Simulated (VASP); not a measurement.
A run of VASP 6.6.1:

File INCAR:

```
ALGO = Normal
EDIFF = 1E-7
ENCUT = 520
GGA = PE
ISIF = 2
ISMEAR = 1
IVDW = 11
LASPH = T
LCHARG = T
LREAL = F
LVHAR = T
LWAVE = F
NELM = 60
PREC = Accurate
SIGMA = 0.2
```

File KPOINTS:

```
k-points
0
Gamma
  9 9 5
```

POSCAR

```
Zr
3.232
    1.000000000000      0.000000000000      0.000000000000
   -0.500000000000      0.866025403775      0.000000000000
    0.000000000000      0.000000000000      1.592512376238
Zr
2
Direct
    0.6666666667      0.3333333333      0.7500000000
    0.3333333333      0.6666666667      0.2500000000
```

Potentials or basis: VASP PAW PBE potentials, release 64 (Zr_sv).

Command:

```console
$ cat potpaw_PBE.64/Zr_sv/POTCAR > POTCAR
$ mpirun -np 1 vasp_std > vasp.out
```

Hardware: 1 thread of Intel(R) Xeon(R) 6975P-C (Granite Rapids) (shared host).

Problem. Estimate the wall time of this run.

Solution. Run time: 8.3 s on 1 thread of Intel(R) Xeon(R) 6975P-C (Granite Rapids) (shared host), peak memory 0.17 GiB. Counts: scf iterations 12, k points 36.
